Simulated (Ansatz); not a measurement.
Reactions of C$_{3}$H$_{7}$FO$_{2}$ (`OCC(O)CF`).

Gas-phase electronic energies from Ansatz, PBE0-D4/def2-TZVP geometries. CCSD(T)/CBS is the MP2 limit (def2-TZVPP, def2-QZVPP) plus CCSD(T) − MP2 in def2-TZVPP, frozen cores. This one scheme is used for every species, atoms too. Functionals use def2-TZVPP. B3LYP here is the variant with VWN-RPA as its local correlation; programs differ in this. Open shells (•) are unrestricted, without spin–orbit coupling. Spin–orbit coupling would lower the free atoms: a little for C, F, O. One conformer a species, not always the lowest.

| reaction | B2PLYP (eV) | HF/CBS(def2) (eV) | PBE0-D4 (eV) | B3LYP-D4 (eV) |
| --- | --- | --- | --- | --- |
| `OCC(O)CF` + H₂O → `OCC(O)O` + fluoromethane | 0.07 | 0.01 | 0.10 | 0.07 |
| `OCC(O)CF` → `[CH2]` (triplet) + `OC(O)CF` | 4.09 | 2.67 | 4.17 | 4.12 |
| `OCC(O)CF` + H₂O → `OC(O)CF` + CH₃OH | 0.22 | 0.12 | 0.26 | 0.22 |
| `OCC(O)CF` → `[CH]F` + `OCCO` | 3.93 | 3.49 | 4.19 | 3.93 |
| `OCC(O)CF` + H₂ → `CC(O)CO` + H–F | -1.08 | -1.09 | -1.09 | -1.02 |
| `OCC(O)CF` + `OCCCF` → `FCCCOCF` + `OCCO` | 0.08 | 0.09 | 0.10 | 0.05 |
| `OCC(O)CF` + H₂ → `OCCCF` + H₂O | -0.95 | -1.07 | -0.93 | -0.90 |
| `OCC(O)CF` + H–F → `OC(F)CF` + CH₃OH | 0.17 | 0.02 | 0.22 | 0.15 |
| `OCC(O)CF` + H₂ → `OCCO` + fluoromethane | -0.45 | -0.61 | -0.39 | -0.41 |
| `OCC(O)CF` → 3 C• + F• + 7 H• + 2 O• | 52.00 | 37.21 | 52.73 | 52.44 |

Problem. Give the CCSD(T)/CBS values in the same order. (Best estimate.)

Solution. Computed: 0.17, 4.22, 0.33, 3.98, -1.16, 0.15, -0.97, 0.33, -0.36, 52.68 eV.

Largest T1 diagnostic: 0.018, for `[CH]F`.
